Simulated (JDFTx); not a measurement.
The system is MoS2.

```
Mo S
1.0
     3.16900    0.00000    0.00000
    -1.58450    2.74443    0.00000
     0.00000    0.00000   12.32400
Mo S
2 4
Direct
  0.66667 0.33333 0.75000
  0.33333 0.66667 0.25000
  0.66667 0.33333 0.37700
  0.33333 0.66667 0.87700
  0.66667 0.33333 0.12300
  0.33333 0.66667 0.62300
```

Base run:

```yaml
Program: JDFTx 1.7.0 (patched build)
Functional: PBEsol
Potentials_or_basis: PseudoDojo-SR-PBEsol-0.4.1-standard with smoothed tails
Cutoff: 1088 eV
Density_cutoff: 8708 eV
k_mesh: 10 × 10 × 3
Occupations: fermi-dirac, width 0.05 eV
Spin: no spin polarisation
```

Its results: band gap on the k mesh 0.89 eV, indirect (least direct gap 1.87 eV); pressure -2.9 GPa; largest force 0.304 eV/Å.

The run is repeated on the same cell with these changes: k mesh from 10 × 10 × 3 to 4 × 4 × 1. What comes out?

Band gap on the k mesh 1.18 eV, indirect (least direct gap 2.09 eV); pressure -3.1 GPa; largest force 0.364 eV/Å.

Caveats: some runs use coarse meshes; an odd mesh through Γ misses points on the zone boundary, where band edges often lie; this functional lacks dispersion, which binds the layers, so the pressure and a relaxed spacing across them are unreliable.
